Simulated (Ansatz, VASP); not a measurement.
# One calculation of Cs, two programs

```xyz
1
Lattice="-3.1696 3.1696 3.1696 3.1696 -3.1696 3.1696 3.1696 3.1696 -3.1696" Properties=species:S:1:pos:R:3 pbc="T T T"
Cs    0.0000    0.0000    0.0000
```

Change from the starting cell: volume scaled by 1.04.

Alike in both runs: task single point; functional PBEsol; k mesh 6 × 6 × 6; occupations fermi-dirac, width 0.05 eV; no spin polarisation.

|  | VASP | Ansatz |
| --- | --- | --- |
| version | VASP 6.6.1 | Ansatz 0.2.0 |
| potentials or method | VASP PAW PBE potentials, release 64 (Cs_sv), cutoff 520 eV | all-electron LAPW, scalar-relativistic |

```tsv
	VASP	Ansatz	Ansatz less VASP
gap on the k mesh at the Fermi level (eV)	none	none	-
pressure (GPa)	-0.2	-0.2	+0.01
```

A gap of «none» marks a metal or a gap that the smearing closes. Ansatz ran all-electron here, so the differences hold the error of VASP's frozen core and of both bases.

Caveats: the PAW data sets were made with another functional, which shifts forces and pressure a little (VASP). Spin-orbit coupling is left out, which matters for the levels of Cs.
